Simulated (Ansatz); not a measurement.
Starting cell, ZrO2 (tetragonal-ZrO2 type, space group P4_2/nmc):

```yaml
crystal:
  lattice:
    - [3.62104, 0.00000, 0.00000]
    - [0.00000, 3.62104, 0.00000]
    - [0.00000, 0.00000, 5.28279]
  atoms:
    - { symbol: Zr, position: [0.00000, 0.00000, 0.00000] }
    - { symbol: Zr, position: [0.50000, 0.50000, 0.50000] }
    - { symbol: O, position: [0.00000, 0.50000, 0.19278] }
    - { symbol: O, position: [0.00000, 0.50000, 0.69278] }
    - { symbol: O, position: [0.50000, 0.00000, 0.30722] }
    - { symbol: O, position: [0.50000, 0.00000, 0.80722] }
```

In this cell atom 6 (O, nearest neighbour Zr at 2.077 Å; its periodic images, 3.6 Å or more away, move with it) is moved by s along Cartesian [111], unit vector (0.577, 0.577, 0.577); all other atoms and the cell stay fixed.

The numbers are results of PBE (plane waves to 420 eV, PAW, scalar-relativistic; Ansatz, a first-principles code), not measurements. k mesh 7×7×5 (Γ-centred), Fermi-Dirac smearing 0.05 eV. E stands for the smeared free energy. Left out: 3 of 11 points, with atoms too close for the PAW data. This is a high-temperature form of ZrO2. ZrO2 is run without spin polarisation. ZrO2 was relaxed with its symmetry unable to fall. The zero of ΔE is the undisplaced structure.

```
s (Å)   ΔE (meV/cell)
------  -------------
-0.620           2042
-0.496       withheld
-0.372            713
-0.248            320
-0.124             82
0.000               0
0.124              89
0.248             376
```

### Question
Fit a polynomial form (powers 2, 3, 4) to the given rows and predict ΔE at s = -0.496.

### Answer
Least squares on the 7 given rows: ΔE = (5500)·s² + (1860)·s³ + (2513)·s⁴, in meV/cell with s in Å; root-mean-square residual 0.4 meV/cell. At -0.496 the fit gives 1278 meV/cell; the calculation gives 1277 meV/cell, so the interpolation is off by 1 (+0.1 %). The quadratic term alone would give 1353 meV/cell.

(A displaced cell: forces are minus the slopes of the energy, force constants its curvatures, and phonons follow from these.)
